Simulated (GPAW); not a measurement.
Two runs for the Cu K edge of atom 3 in CuI (P4/nmm). Run A: GPAW, LDA, full core hole (charged cell), 16-atom cell with 8.2 Å between holes, 2×2×2 k points, dipole transitions, Gaussian full width 1.55 eV up to 4 eV, rising linearly to 3.5 eV at 25 eV. Run B differs in one choice.

Energy from the lowest empty level; intensity scaled to a mean of 1 over the first 20 eV:

```csv
E (eV),A,B
-2.0,0.00,0.00
-1.0,0.00,0.00
0.0,0.04,0.02
1.0,0.26,0.25
2.0,0.83,0.83
3.0,1.35,1.45
4.0,1.70,1.66
5.0,1.62,1.34
6.0,1.03,1.03
7.0,0.72,1.05
8.0,0.94,1.03
9.0,1.30,1.14
10.0,1.45,1.28
11.0,1.31,1.12
12.0,0.88,0.98
13.0,0.57,0.97
14.0,0.83,0.95
15.0,1.26,0.96
16.0,1.26,1.01
17.0,0.94,0.93
18.0,0.65,0.77
19.0,0.59,0.73
20.0,0.75,0.82
21.0,0.94,0.90
22.0,0.98,0.88
23.0,0.89,0.80
24.0,0.81,0.78
25.0,0.79,0.85
26.0,0.81,0.92
27.0,0.87,0.93
28.0,0.94,0.85
29.0,0.94,0.79
30.0,0.90,0.84
31.0,0.90,0.98
32.0,0.97,1.07
```

**Question.** What was changed?
a) the broadening
b) the size of the supercell
c) the plane-wave cutoff
d) the volume of the cell

(b): run B changes the supercell atoms from 16 to 8, and the k mesh follows the cell. The scaled spectrum changes by 16 % r.m.s. The highest intensity below 24 eV goes from 4.4 eV (1.77) to 4.0 eV (1.66). Other settings could leave a like mark; this is the one that was changed.

[Banner, clock and machine lines of the logs are left out without a mark of their own.]

[Logs are printed without paths, hosts, clocks, repeated set-up lines and the standing remarks that a program may print on its own settings, such as how far it seeks lower states.]

[Hosts, paths, dates, database ids (printed as entryN), source tags and the programs' standing remarks are cut or masked in the printed files.]

[Lists of maxima count a maximum above −3 eV only where it reaches 4 % of the highest in the window and stands out from its surroundings by 2 % of it (1.5 % where it reaches 55 %); shoulders and weaker maxima are passed over, and of the rest the first, up to two pre-edge ones and the few strongest are named.]
